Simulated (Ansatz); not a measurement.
# ScAl: zone-centre modes under pressure

ScAl, Pm-3m, a = 3.348 Å. The structure is a Materials Project entry; whether it is the stable form wasn't checked. Ansatz: PBEsol, PAW, 420 eV, Γ-centred 12×12×12 mesh on 2 atoms, Fermi-Dirac smearing 0.15 eV; no spin polarisation. Cell and atoms are relaxed at each pressure with the symmetry kept; optical modes at Γ by linear response, in cm⁻¹, the highest.

| P (GPa) | V (Å³/atom) | ω1 |
| --- | --- | --- |
| 0 | 18.762 | 289.2 |
| 5 | 17.748 | ? |
| 15 | 16.292 | 356.4 |

Q: Get the mode's Grüneisen parameter γ = −d ln ω/d ln V from the other rows and predict the missing frequency.

A: ln(V/V0) = 0.0000, -0.0556, -0.1412; a line through ln(ω/ω0) of the 2 known rows gives ω1: γ = 1.480, predicted 314.0, computed 315.3. The miss is 0.4 %, or 5 % of the shift under pressure, so a constant γ serves at that level. In a metal these frequencies hang on the mesh and smearing.

The mesh isn't the same in all rows (12×12×12, 14×14×14).